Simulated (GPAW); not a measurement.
CsBr:

```
CELL_PARAMETERS angstrom
4.32562 0.00000 0.00000
0.00000 4.32562 0.00000
0.00000 0.00000 4.32562
ATOMIC_POSITIONS crystal
Cs 0.00000 0.00000 0.00000
Br 0.50000 0.50000 0.50000
```

The cell comes from a database or a generator and needn't be the stable form of this composition.

Base run:

* Program: GPAW 26.7.0
* Functional: PBE
* Potentials or basis: GPAW PAW data sets (gpaw-data 1.2.1)
* Cutoff: 600 eV
* Basis: pw
* k mesh: 6 × 6 × 6
* Occupations: fermi-dirac, width 0.05 eV
* Spin: no spin polarisation

Its results: band gap on the k mesh 4.42 eV, indirect (least direct gap 4.43 eV); pressure 0.6 GPa.

Question: The run is repeated on the same cell with these changes: functional from PBE to r2SCAN. What comes out?

Answer: Band gap on the k mesh 5.18 eV, indirect (least direct gap 5.19 eV); pressure 0.0 GPa.

r2SCAN gives the wider gap, since meta-GGAs in the generalised Kohn-Sham scheme recover part of the derivative discontinuity.

Caveats: spin-orbit coupling is left out, which moves the levels of the heavy elements; the PAW data sets were made with another functional, which shifts forces and pressure a little (some runs).
